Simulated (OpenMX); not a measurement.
CdSe (Cadmoselite):

```
CELL_PARAMETERS angstrom
4.30000 0.00000 0.00000
-2.15000 3.72391 0.00000
0.00000 0.00000 7.02000
ATOMIC_POSITIONS crystal
Cd 0.66667 0.33333 0.50000
Cd 0.33333 0.66667 0.00000
Se 0.66667 0.33333 0.88500
Se 0.33333 0.66667 0.38500
```

Base run:

```yaml
Program: OpenMX 3.8.5
Functional: PBE
Potentials_or_basis: OpenMX 2013 PBE set, Cd7.0-s3p2d2f1, Se7.0-s3p2d2f1, grid cutoff 500 Ry
k_mesh: 7 × 7 × 5
Occupations: fermi-dirac, width 0.05 eV
Spin: no spin polarisation
```

Its results: band gap on the k mesh 0.77 eV, direct; pressure 3.0 GPa; largest force 0.301 eV/Å.

Task: The run is repeated on the same cell with these changes: potentials or basis from OpenMX 2013 PBE set, Cd7.0-s3p2d2f1, Se7.0-s3p2d2f1, grid cutoff 500 Ry to OpenMX 2013 PBE set, Cd7.0-s3p2d2, Se7.0-s3p2d2, grid cutoff 500 Ry. What comes out?

Result: Band gap on the k mesh 0.89 eV, direct; pressure 3.6 GPa; largest force 0.330 eV/Å.

Caveats: the basis of atomic orbitals isn't converged, which shifts pressures, moduli and gaps.
